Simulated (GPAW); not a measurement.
**W in GPAW: the effect of Hubbard term**

Crystal: W.

```
W
1.0
    -1.58234    1.58234    1.58234
     1.58234   -1.58234    1.58234
     1.58234    1.58234   -1.58234
W
1
Direct
  0.00000 0.00000 0.00000
```

Alike in all runs:

```yaml
Program: GPAW 26.7.0
Task: single point
Functional: LDA
Potentials_or_basis: the program's PAW data sets (release 1.2.1) made for this functional
Cutoff: 600 eV
Basis: pw
k_mesh: 12 × 12 × 12
Occupations: fermi-dirac, width 0.05 eV
Spin: no spin polarisation
Maxiter: 150
```

Task: One run gave: pressure 9.8 GPa. Which Hubbard term did it use?
A. W d U = 5 eV
B. W d U = 4 eV
C. W d U = 3 eV
D. W d U = 6 eV
E. W d U = 8 eV

Result: E.

```csv
Hubbard term,pressure (GPa)
W d U = 3 eV,-5.3
W d U = 4 eV,-3.2
W d U = 5 eV,-0.7
W d U = 6 eV,2.7
W d U = 8 eV,9.8
```

Caveats: U without spin polarisation on a metal has little footing; the U is typed as a test and isn't derived for this compound.
